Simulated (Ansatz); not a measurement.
Runs of Ansatz 0.2.0 on SiO2. The structure is tetragonal, space group I4/mmm (No. 139). The conventional cell has a = 8.944 Å, b = 8.944 Å, c = 5.224 Å, α = 90.00°, β = 90.00°, γ = 90.00°. Si (site symmetry m2m) is surrounded by 4 O at 1.60 to 1.61 Å. Around O (site symmetry m2m) lie 2 Si at 1.61 Å. Around O (site symmetry 2/m) lie 2 Si at 1.60 Å. The cell comes from a database or a generator and needn't be the stable form of this composition.

```csv
task,level,cell,k mesh,cutoff (eV),gap on the mesh (eV),pressure (GPa),relaxed volume (Å³/atom),largest force (eV/Å)
single point,PBE,as given,6 × 6 × 6,300,(c),3.6,-,(a)
single point,PBE,as given,4 × 4 × 4,420,5.46,(b),-,0.22
relaxation of cell and atoms,LDA,relaxed,6 × 6 × 6,420,5.35,0.0,17.25,-
relaxation of cell and atoms,r2SCAN,relaxed,6 × 6 × 6,500,6.08,0.0,17.42,0.01
```

Alike in all rows: potentials or basis Ansatz PAW; no spin polarisation; smearing fermi-dirac 0.05 eV.

Q: Fill in the values left out.

A: (a) 0.21; (b) 3.7; (c) 5.42.

Caveats: the plane-wave basis is chosen anew once the cell has moved, so the energies of steps on either side of that aren't comparable (some runs); the PAW data sets come from PBE, with cores solved anew for the run's functional, which leaves a small shift of forces and pressure (some runs); the pressure holds a Pulay correction of +16.9 GPa for the finite cutoff (some runs); the cutoff lies under the one recommended for these potentials (some runs).

A k mesh can miss the band edges.
